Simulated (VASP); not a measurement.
## GaAs (F-43m): a series in uniaxial stress along [001]

How do the elastic response and the band edges of GaAs follow uniaxial stress along [001]?

Program: VASP 6.6.1. Level of theory: LDA; plane waves and PAW (Ga_d, As), in the first sound run; inputs show where later runs differ. Results are calculated unless marked as measured.

## (1) Starting point

The structure is cubic, space group F-43m (No. 216). The conventional cell has a = 5.653 Å, b = 5.653 Å, c = 5.653 Å, α = 90.00°, β = 90.00°, γ = 90.00°. Nearest to Ga lie 4 As at 2.45 Å. Nearest to As lie 4 Ga at 2.45 Å. Farther neighbours are not listed.

## (2) Relax the crystal, LDA

The series starts from the cell that this level prefers, so that zero strain is near zero stress.

This step took 2 runs in a row; the last is shown.

Level: LDA; plane waves and PAW (Ga_d, As).

Contents of INCAR:

```
SYSTEM = GaAs
PREC = Accurate
ENCUT = 450
EDIFF = 1E-07
NELM = 120
ISMEAR = 0
SIGMA = 0.02
LREAL = .FALSE.
ALGO = Normal
GGA = CA
NBANDS = 15
LORBIT = 11
LWAVE = .FALSE.
LCHARG = .FALSE.
KPAR = 8
IBRION = 2
NSW = 40
ISIF = 3
EDIFFG = -0.005
POTIM = 0.4
```

Contents of POSCAR:

```
GaAs
1.0
    0.0000000000      2.8045104127      2.8045104127
    2.8045104127      0.0000000000      2.8045104127
    2.8045104127      2.8045104127      0.0000000000
Ga As
1 1
Direct
    0.0000000000      0.0000000000      0.0000000000
    0.2500000000      0.2500000000      0.2500000000
```

Contents of KPOINTS:

```
Automatic mesh
0
Gamma
9 9 9
0 0 0
```

PAW data sets: Ga_d and As (LDA family, release 64).

The run is started by

```bash
mpirun -np 8 vasp_std
```

The program printed:

```text
[banner, memory and clock lines left out]
running    8 mpi-ranks, on    1 nodes
[...]
|                                                                             |
|           W    W    AA    RRRRR   N    N  II  N    N   GGGG   !!!           |
|           W    W   A  A   R    R  NN   N  II  NN   N  G    G  !!!           |
|           W    W  A    A  R    R  N N  N  II  N N  N  G       !!!           |
|           W WW W  AAAAAA  RRRRR   N  N N  II  N  N N  G  GGG   !            |
|           WW  WW  A    A  R   R   N   NN  II  N   NN  G    G                |
|           W    W  A    A  R    R  N    N  II  N    N   GGGG   !!!           |
|                                                                             |
|     For optimal performance we recommend to set                             |
|       NCORE = 2 up to number-of-cores-per-socket                            |
|     NCORE specifies how many cores store one orbital (NPAR=cpu/NCORE).      |
|     This setting can greatly improve the performance of VASP for DFT.       |
[...]
|     Unfortunately you need to use the default for GW and RPA                |
|     calculations (for HF NCORE is supported but not extensively tested      |
|     yet).                                                                   |
|                                                                             |

 LDA part: xc-table for (Slater(with rela. corr.)+CA(PZ))
 , standard interpolation
 POSCAR, INCAR and KPOINTS ok, starting setup
[...]
entering main loop
       N       E                     dE             d eps       ncg     rms          rms(c)
DAV:   1     0.761070724958E+02    0.76107E+02   -0.84383E+03  1082   0.154E+03
DAV:   2    -0.376930621001E+01   -0.79876E+02   -0.76840E+02  1190   0.295E+02
DAV:   3    -0.977836291862E+01   -0.60091E+01   -0.59869E+01  1260   0.662E+01
DAV:   4    -0.987247978721E+01   -0.94117E-01   -0.94097E-01  1279   0.920E+00
[...]
DAV:  11    -0.963942028539E+01   -0.48186E-05   -0.65580E-06  1218   0.396E-02    0.241E-03
DAV:  12    -0.963942017739E+01    0.10800E-06   -0.45001E-07  1295   0.954E-03    0.191E-03
DAV:  13    -0.963942017814E+01   -0.75397E-09   -0.67322E-08   875   0.215E-03
   1 F= -.96394202E+01 E0= -.96394202E+01  d E =-.963942E+01
[...]
reached required accuracy - stopping structural energy minimisation
```

The job ended after 4.4 s (8 MPI ranks of Intel Xeon Platinum 8488C (Sapphire Rapids), shared host; peak memory 1.2 GiB).

The logs omit lines about the potential files and the build; timing stands in the text.

OUTCAR, selected parts (step 2):

```text
  Total       -0.0019192     -0.0019192     -0.0019192     -0.0000000     -0.0000000      0.0000000
  in kB       -0.0697000     -0.0697000     -0.0697000     -0.0000000     -0.0000000      0.0000000
  external PRESSURE =      -0.0697000 kB  Pullay stress =       0.0000000 kB

 POSITION                                       TOTAL-FORCE (eV/Angst)
 -----------------------------------------------------------------------------------
      0.00000      0.00000      0.00000         0.000000      0.000000     -0.000000
      1.40226      1.40226      1.40226        -0.000000     -0.000000      0.000000
 -----------------------------------------------------------------------------------
    total drift:                                0.000001      0.000001      0.000001

  FREE ENERGIE OF THE ION-ELECTRON SYSTEM (eV)
  ---------------------------------------------------
  free  energy   TOTEN  =        -9.6394201781 eV

  energy  without entropy=       -9.6394201781  energy(sigma->0) =       -9.63942018

 reached required accuracy - stopping structural energy minimisation

[... 3 further parts left out ...]
[key lines of the parts left out:]
E-fermi :   4.1426
```

This run gave:

| Item | Value |
| --- | --- |
| energy(sigma→0) of the program | -9.6394 eV |
| stress, compression positive | xx, yy, zz -0.01, -0.01, -0.01 GPa |
| volume | 44.117 Å³ |
| ionic steps | 1 |

## (3) Strain across the axis, LDA

One member in full: the axis is strained by -2 %, and the two directions across it are strained alike until their mean stress is under 0.012 GPa or five steps are spent.

This step took 2 runs, each at a new trial strain with the atoms of the one before; the last is shown.

Level: LDA; plane waves and PAW (Ga_d, As); cell typed or built by script.

Changes to INCAR since step 2:

```diff
@@ -14,7 +14,7 @@
 LCHARG = .FALSE.
-KPAR = 8
-IBRION = 2
-NSW = 40
-ISIF = 3
-EDIFFG = -0.005
-POTIM = 0.4
+KPAR = 2
+IBRION = 1
+NSW = 25
+ISIF = 2
+EDIFFG = -0.004
+POTIM = 0.3
```

Contents of POSCAR:

```
GaAs
1.0
    0.0000000000      2.8226852970      2.7484202040
    2.8226852970      0.0000000000      2.7484202040
    2.8226852970      2.8226852970      0.0000000000
Ga As
1 1
Direct
    0.0000000000      0.0000000000      0.0000000000
    0.2500000000      0.2500000000      0.2500000000
```

KPOINTS is that of step 2.

The run is started by

```bash
mpirun -np 2 vasp_std
```

The program printed:

```text
[banner, memory and clock lines left out]
running    2 mpi-ranks, on    1 nodes
[...]
LDA part: xc-table for (Slater(with rela. corr.)+CA(PZ))
 , standard interpolation
 POSCAR, INCAR and KPOINTS ok, starting setup
[...]
entering main loop
       N       E                     dE             d eps       ncg     rms          rms(c)
DAV:   1     0.789665692003E+02    0.78967E+02   -0.83462E+03  2298   0.156E+03
DAV:   2    -0.378964247159E+01   -0.82756E+02   -0.78756E+02  2607   0.302E+02
DAV:   3    -0.977782688604E+01   -0.59882E+01   -0.59616E+01  2761   0.669E+01
DAV:   4    -0.987045509945E+01   -0.92628E-01   -0.92614E-01  2769   0.930E+00
[...]
DAV:  11    -0.963473552210E+01   -0.47411E-05   -0.66481E-06  2649   0.401E-02    0.249E-03
DAV:  12    -0.963473540820E+01    0.11390E-06   -0.46573E-07  2733   0.979E-03    0.197E-03
DAV:  13    -0.963473540883E+01   -0.63665E-09   -0.68330E-08  1909   0.219E-03
   1 F= -.96347354E+01 E0= -.96347354E+01  d E =-.963474E+01
 BRION: g(F)=  0.103E-45 g(S)=  0.000E+00
 reached required accuracy - stopping structural energy minimisation
```

The job ended after 13 s (2 MPI ranks; peak memory 0.31 GiB).

From OUTCAR (step 3):

```text
  Total       -0.0014195     -0.0014195      0.4390061      0.0000000      0.0000000      0.0000000
  in kB       -0.0519300     -0.0519300     16.0599093      0.0000000      0.0000000      0.0000000
  external PRESSURE =       5.3186831 kB  Pullay stress =       0.0000000 kB

 POSITION                                       TOTAL-FORCE (eV/Angst)
 -----------------------------------------------------------------------------------
      0.00000      0.00000      0.00000        -0.000000     -0.000000      0.000000
      1.41134      1.41134      1.37421         0.000000      0.000000      0.000000
 -----------------------------------------------------------------------------------
    total drift:                                0.000002      0.000002     -0.000001

  FREE ENERGIE OF THE ION-ELECTRON SYSTEM (eV)
  ---------------------------------------------------
  free  energy   TOTEN  =        -9.6347354088 eV

  energy  without entropy=       -9.6347354088  energy(sigma->0) =       -9.63473541

[... 1 part as in an earlier step ...]

[... 3 further parts left out ...]
[key lines of the parts left out:]
E-fermi :   4.3612
```

Read from the output:

- energy(sigma→0) of the program: -9.6347 eV
- stress, compression positive: xx, yy, zz -0.01, -0.01, 1.61 GPa
- ionic steps: 1

## (4) Band edges, TB-mBJ with spin-orbit coupling

Short lines in KPOINTS_OPT sample the zone centre along and across the axis, for masses, and the other valleys.

Level: TB-mBJ, spin-orbit coupling; plane waves and PAW (Ga_d, As); cell typed or built by script.

TB-mBJ has no energy functional, so the total energy, stress and pressure in this output mean nothing.

Contents of INCAR:

```
SYSTEM = GaAs
PREC = Accurate
ENCUT = 450
EDIFF = 1E-06
NELM = 150
ISMEAR = 0
SIGMA = 0.02
LREAL = .FALSE.
ALGO = Normal
METAGGA = MBJ
LASPH = .TRUE.
LNONCOLLINEAR = .TRUE.
MAGMOM = 0 0 0 0 0 0
NBANDS = 28
GGA_COMPAT = .FALSE.
LSORBIT = .TRUE.
LWAVE = .FALSE.
LCHARG = .FALSE.
KPAR = 2
```

POSCAR is that of step 3.

Contents of KPOINTS:

```
Automatic mesh
0
Gamma
7 7 7
0 0 0
```

Contents of KPOINTS_OPT:

```
Line mode
6
Line-mode
Reciprocal
  0.00000000   0.00000000   0.00000000
  0.02187123   0.02187123   0.00000000

  0.00000000   0.00000000   0.00000000
  0.00000000  -0.02246222  -0.02246222

  0.31000000   0.31000000   0.00000000
  0.50000000   0.50000000   0.00000000

  0.00000000   0.31000000   0.31000000
  0.00000000   0.50000000   0.50000000

  0.45000000   0.45000000   0.45000000
  0.50000000   0.50000000   0.50000000

  0.45000000   0.00000000   0.00000000
  0.50000000   0.00000000   0.00000000

  0.42500000   0.42500000   0.00000000
  0.42500000   0.44746222   0.02246222

  0.50000000   0.50000000   0.50000000
  0.48411681   0.51588319   0.50000000
```

The run is started by

```bash
mpirun -np 2 vasp_ncl
```

The program printed:

```text
[banner, memory and clock lines left out]
running    2 mpi-ranks, on    1 nodes
[...]
|                                                                             |
|               ----> ADVICE to this user running VASP <----                  |
|                                                                             |
|     You enforced a specific xc type in the INCAR file but a different       |
|     [... a line on the potential file left out ...]
|     I HOPE YOU KNOW WHAT YOU ARE DOING!                                     |
|                                                                             |

 LDA part: xc-table for (None), standard interpolation
 POSCAR, INCAR and KPOINTS ok, starting setup
[...]
entering main loop
       N       E                     dE             d eps       ncg     rms          rms(c)
DAV:   1     0.741323832922E+02    0.74132E+02   -0.77709E+03  3452   0.165E+03
DAV:   2    -0.345808393481E+02   -0.10871E+03   -0.10362E+03  3484   0.390E+02
DAV:   3    -0.478491966924E+02   -0.13268E+02   -0.13072E+02  3868   0.108E+02
DAV:   4    -0.482421693900E+02   -0.39297E+00   -0.39194E+00  3828   0.197E+01
[...]
DAV:  32    -0.464004638723E+02   -0.14488E-05   -0.72927E-11  1648   0.107E-04    0.239E-05
DAV:  33    -0.464004596257E+02    0.42465E-05   -0.31950E-11  1648   0.587E-05    0.959E-06
DAV:  34    -0.464004586468E+02    0.97894E-06   -0.18004E-11  1648   0.474E-05
   1 F= -.46400459E+02 E0= -.46400459E+02  d E =-.257689E-17  mag=     0.0000    -0.0000     0.0000
 Start KPOINTS_OPT (optional k-point list driver)
k-point batch [1-48\48]
       N       E                     dE             ncg
DAV:   1     0.903554700361E+03   -0.17351E+05     2876
DAV:   2    -0.442300445524E+04   -0.53266E+04     2812
DAV:   3    -0.512064548131E+04   -0.69764E+03     3256
DAV:   4    -0.514256283570E+04   -0.21917E+02     3208
DAV:   5    -0.514298859211E+04   -0.42576E+00     3260
DAV:   6    -0.514300649983E+04   -0.17908E-01     3884
DAV:   7    -0.514300687186E+04   -0.37203E-03     3468
DAV:   8    -0.514300688127E+04   -0.94114E-05     2480
DAV:   9    -0.514300688155E+04   -0.28082E-06     2164
```

The job ended after 3.7 min (2 MPI ranks; peak memory 0.71 GiB; 5.9 min of CPU time).

From OUTCAR (step 4):

```text
  LATTYP: Found a body centered tetragonal cell.
 ALAT       =     3.9918798293
 C/A-ratio  =     1.3770054819

 Subroutine GETGRP returns: Found  8 space group operations
 (whereof  8 operations were pure point group operations)

The static configuration has the point symmetry D_2d.

 Found     58 irreducible k-points:

   k-points           NKPTS =     58   k-points in BZ     NKDIM =     58   number of bands    NBANDS=     28

   dimension x,y,z NGX =    28 NGY =   28 NGZ =   28
   dimension x,y,z NGXF=    56 NGYF=   56 NGZF=   56

   ENCUT  =  450.0 eV  33.07 Ry    5.75 a.u.   6.81  6.81  6.90*2*pi/ulx,y,z

   NELECT =      18.0000    total number of electrons

 E-fermi :   4.6947

 k-point     1 :       0.0000    0.0000    0.0000
  band No.  band energies     occupation
    ...
     14       4.1846      1.00000
     15       4.4659      1.00000
     16       4.4659      1.00000
     17       4.5848      1.00000
     18       4.5848      1.00000
     19       6.2478      0.00000
     20       6.2478      0.00000
     21       8.5131      0.00000
     22       8.5131      0.00000
     23       8.6817      0.00000
    ...

 k-point     2 :       0.1429    0.0000    0.0000
  band No.  band energies     occupation
    ...
     14       2.4370      1.00000
     15       4.0098      1.00000
     16       4.0133      1.00000
     17       4.2523      1.00000
     18       4.2568      1.00000
     19       7.0052      0.00000
     20       7.0058      0.00000
     21       8.9863      0.00000
     22       9.0013      0.00000
     23       9.1182      0.00000
    ...

  Total      -86.4774523    -86.4774523    -85.6998751      0.0000000     -0.0000000     -0.0000000
  in kB    -3163.5552119  -3163.5552119  -3135.1095517      0.0000000     -0.0000000     -0.0000000
  external PRESSURE =   -3154.0733252 kB  Pullay stress =       0.0000000 kB

 POSITION                                       TOTAL-FORCE (eV/Angst)
 -----------------------------------------------------------------------------------
      0.00000      0.00000      0.00000         0.000000      0.000000      0.000000
      1.41134      1.41134      1.37421        -0.000000     -0.000000      0.000000
 -----------------------------------------------------------------------------------
    total drift:                                0.000003      0.000003      0.000001

  FREE ENERGIE OF THE ION-ELECTRON SYSTEM (eV)
  ---------------------------------------------------
  free  energy   TOTEN  =       -46.4004586468 eV

  energy  without entropy=      -46.4004586468  energy(sigma->0) =      -46.40045865

 Spin-Orbit-Coupling matrix elements
 Ion:    1  E_soc:     -0.0114296
 Ion:    2  E_soc:     -0.0224675

[... 1 part as in an earlier step ...]

[... 7 further parts left out ...]
```

## (5) All members

LASPH is off in runs at LDA and on in runs at TB-mBJ.

Runs beyond LDA use the data sets made with LDA; this shifts their levels slightly, and their total energies have another zero (at TB-mBJ, which has no energy functional, they mean nothing).

The other members went through these steps as far as the tables show, with the same cutoff and, step by step, the same mesh; 25 runs are not shown. The session took 1.2 core hours (wall time by ranks) on a shared machine.

```csv
strain along the axis (%),strain across the axis (%),"stress along the axis, tension positive (GPa)",energy above the unstrained row (meV/atom),"gap on the mesh, LDA (eV)"
-2.000,0.648,-1.606,2.342,0.462
-1.500,0.480,-1.217,1.342,0.476
-1.000,0.316,-0.819,0.613,0.488
-0.500,0.154,-0.412,0.165,0.501
0,0.000,0.007,0.000,0.512
0.500,-0.160,0.425,0.134,0.485
1.000,-0.312,0.853,0.545,0.456
1.500,-0.460,1.287,1.249,0.427
2.000,-0.606,1.728,2.252,0.396
```

Slopes at zero strain, from cubics through all rows: strain ratio -0.313, stress over strain 84 GPa.

Band edges at TB-mBJ with spin-orbit coupling, counted from the valence-band top at Γ, spin-orbit pairs averaged, with one row partly withheld:

```csv
strain along the axis (%),gap (eV),conduction band at Γ (eV),Δ or X valley along z (eV),Δ or X valley along x (eV),"lowest conduction level at L, [111] (eV)","lowest conduction level at L, [-111] (eV)",second valence level below the top (eV),third valence level below the top (eV)
-2.000,1.663,1.663,1.693,1.914,1.704,1.704,0.119,0.400
-1.500,1.671,1.671,1.752,1.917,1.724,1.724,0.087,0.376
-1.000,1.676,1.676,1.810,1.919,1.740,1.740,0.057,0.353
-0.500,1.679,1.679,1.866,1.920,1.754,1.754,0.028,0.334
0,1.679,1.679,1.919,1.919,1.764,1.764,0.000,0.318
0.500,1.651,1.651,1.945,1.891,1.745,1.745,0.026,0.333
1.000,1.621,1.621,1.970,1.863,1.723,1.723,0.049,0.350
1.500,?,?,1.994,1.836,1.700,1.700,0.070,0.370
2.000,1.559,1.559,2.018,1.808,1.676,1.676,0.088,0.393
```

Conduction masses, in electron masses:

```csv
strain along the axis (%),"conduction mass at Γ, along the strain axis or the normal of the plane","conduction mass at Γ, across the strain axis or in the plane","L [111] mass, longitudinal","L [111] mass, transverse along [1-10]"
-2.000,0.097,0.098,1.727,0.126
-1.500,0.097,0.098,1.738,0.127
-1.000,0.096,0.097,1.731,0.129
-0.500,0.096,0.097,1.744,0.130
0,0.096,0.096,1.739,0.132
0.500,0.095,0.095,1.757,0.134
1.000,0.095,0.094,1.752,0.136
1.500,0.095,0.093,1.717,0.138
2.000,0.094,0.092,1.740,0.140
```

## (6) Working out the slope

The quantity to fit is the conduction level at Γ above the mean of the three top valence levels at TB-mBJ with spin-orbit coupling: 1.836, 1.825, 1.813, 1.800, 1.785, 1.770, 1.754, 1.719 eV in the rows shown.

Fitting a parabola to the 8 known rows (e: strain in %) gives E = − 0.001901 e² − 0.02920 e + 1.785 in eV; the residuals are 2.6e-4 eV r.m.s.

At e = 1.5 this predicts 1.7374 eV.

## (7) The withheld row

The calculation gives 1.7373 eV, so the prediction is 0.0001 eV too high.

## (8) What came out

```yaml
poisson_ratio: 0.313
young_s_modulus_along_the_axis: 84 GPa
gap_of_the_unstrained_cell_tb_mbj_with_spin_orbit_coupling: 1.68 eV
slope_at_zero_strain_of_the_conduction_level_at_gamma_above_the_mean_of_the_three_top_valence_levels_tb_mbj_with_spin_orbit_coupling: -29 meV per %
error_of_the_predicted_row: 0.1 meV
```

**Reading.** As a check, the curvature of the energy gives 84 GPa for the same modulus (energy per volume = E/2 × strain²), 0 % from the slope of the stress. At TB-mBJ with spin-orbit coupling the lowest conduction valley is Γ throughout, and the gap runs between 1.56 and 1.68 eV. At zero strain Γ and L lie only 85 meV apart here, so their order is sensitive to the level and the lattice constant. Hole masses are left out throughout, since the top bands are degenerate or cross in many series; of conduction masses, those of the Γ, L and (for Si and Ge under (001) strain) Δ valleys are kept where they change by under an eighth between rows. A measured gap of unstrained GaAs is 1.42 eV (arxiv:0805.2212, direct gap E0 at Gamma from PR, 300 K); the static gaps here belong to the lattice relaxed at LDA. TB-mBJ is a potential fitted for gaps; it has no energy functional, so its total energies and forces mean nothing, and its bands tend to come out too narrow. Δ or X levels are the lowest on their line, refined by a parabola unless they lie at X; the gap is read from all points sampled and can differ from the lowest valley by some meV, or by tens of meV where strain moves the valence top off Γ. Temperature, zero-point motion and excitons are left out.

[Lines on the potential files, build, host, timing and source positions are cut from VASP's logs without a mark.]

[Logs are printed without paths, hosts, clocks, repeated set-up lines and the standing remarks that a program may print on its own settings, such as how far it seeks lower states.]

[Hosts, paths, dates, database ids (printed as entryN), source tags and the programs' standing remarks are cut or masked in the printed files.]

[In band tables of VASP the shares of atoms and orbitals are scaled to a sum of 1 inside the atoms' spheres.]
